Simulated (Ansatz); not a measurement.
Deforming InSe

```
In Se
1.0
     5.86790   -2.05500    0.00000
     5.86790    2.05500    0.00000
    -1.59942    0.00000    4.32366
In Se
2 2
Direct
  0.88400 0.88400 0.00500
  0.11600 0.11600 0.99500
  0.66000 0.66000 0.64200
  0.34000 0.34000 0.35800
```

Atoms are numbered in the order listed.

The conventional cell has a = 11.736 Å, b = 4.110 Å, c = 4.610 Å, α = 90.00°, β = 110.30°, γ = 90.00°. In (atom 1) has 3 Se at 2.58 to 2.78 Å and 1 In at 2.74 Å as nearest neighbours. Around Se (atom 3) lie 3 In at 2.58 to 2.78 Å.

The cell is COD entry 1540841, as deposited and not checked against the literature; nothing was relaxed.

Spin–orbit coupling is left out, though it moves levels of the heavy atoms by tenths of an eV or more.

Computed with DFT, PBEsol, all-electron PAW with datasets made for the crystal, scalar-relativistic in Ansatz 0.2.0.

Numerical set-up: a Γ-centred 7×7×6 k mesh, Fermi–Dirac smearing of 0.02 eV, cutoff 240 eV (chosen by the program for this cell), no spin polarisation.

The unchanged cell is at -0.14 GPa.

x, y and z are the Cartesian axes of the cell as listed; fractional coordinates follow a strain, and an engineering shear is twice the off-diagonal strain component.

**Question.** With this change (equal xy, yz and zx engineering shear strains of -3 %), what becomes of the energy and stress and forces and gap?

**Answer.** Energy change +17 meV/atom; stress change (xx, yy, zz, yz, xz, xy) 0.80, -0.30, 0.73, 0.61, 1.56, 0.40 GPa, compression positive; change of the force on Se3 (-0.229, -0.113, -0.156) eV/Å; gap on the k mesh 0.89 → 1.02 eV.

With equal xy, yz and zx engineering shear strains of -1 %: energy change +4 meV/atom; stress change (xx, yy, zz, yz, xz, xy) 0.24, -0.11, 0.22, 0.20, 0.51, 0.14 GPa, compression positive; change of the force on Se3 (-0.075, -0.039, -0.048) eV/Å; gap on the k mesh 0.89 → 0.94 eV.

**Question.** With this change (equal xy, yz and zx engineering shear strains of +2 %), what becomes of the energy and stress and forces and gap?

**Answer.** Energy change -4 meV/atom; stress change (xx, yy, zz, yz, xz, xy) -0.42, 0.26, -0.35, -0.38, -0.98, -0.31 GPa, compression positive; change of the force on Se4 (-0.144, -0.082, -0.083) eV/Å; gap on the k mesh 0.89 → 0.80 eV.

**Question.** With this change (equal xy, yz and zx engineering shear strains of -2 %), what becomes of the energy and stress and forces and gap?

**Answer.** Energy change +10 meV/atom; stress change (xx, yy, zz, yz, xz, xy) 0.51, -0.21, 0.46, 0.40, 1.03, 0.27 GPa, compression positive; change of the force on Se3 (-0.151, -0.077, -0.100) eV/Å; gap on the k mesh 0.89 → 0.98 eV.

**Question.** With this change (equal xy, yz and zx engineering shear strains of +1 %), what becomes of the energy and stress and forces and gap?

**Answer.** Energy change -3 meV/atom; stress change (xx, yy, zz, yz, xz, xy) -0.22, 0.12, -0.19, -0.19, -0.50, -0.15 GPa, compression positive; change of the force on Se4 (-0.073, -0.040, -0.044) eV/Å; gap on the k mesh 0.89 → 0.85 eV.

With equal xy, yz and zx engineering shear strains of +3 %: energy change -5 meV/atom; stress change (xx, yy, zz, yz, xz, xy) -0.60, 0.40, -0.49, -0.56, -1.44, -0.48 GPa, compression positive; change of the force on Se4 (-0.213, -0.125, -0.118) eV/Å; gap on the k mesh 0.89 → 0.75 eV.
